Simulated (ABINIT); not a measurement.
CdS (Hawleyite):

```
Cd S
1.0
     0.00000    2.91650    2.91650
     2.91650    0.00000    2.91650
     2.91650    2.91650    0.00000
Cd S
1 1
Direct
  0.00000 0.00000 0.00000
  0.75000 0.75000 0.75000
```

Base run:

```yaml
Program: ABINIT 10.8.3 (patched build)
Functional: revPBE
Potentials_or_basis: JTH PAW PBE v2.0
Cutoff: 599 eV
k_mesh: 8 × 8 × 8
Occupations: fermi-dirac, width 0.05 eV
Spin: no spin polarisation
```

Its results: band gap on the k mesh 1.26 eV, direct; pressure 4.5 GPa.

Problem. After a change of settings the same cell gave: band gap on the k mesh 1.10 eV, direct; pressure 0.3 GPa. Which change was it?
A. functional from revPBE to AM05
B. functional from revPBE to BLYP
C. functional from revPBE to HCTH407
D. functional from revPBE to PBE

Solution. A.

AM05 binds more tightly than revPBE, so the same cell stands under less pressure.

Caveats: the PAW data sets were made with another functional, which shifts forces and pressure a little.

Not every run made on this cell is shown here.
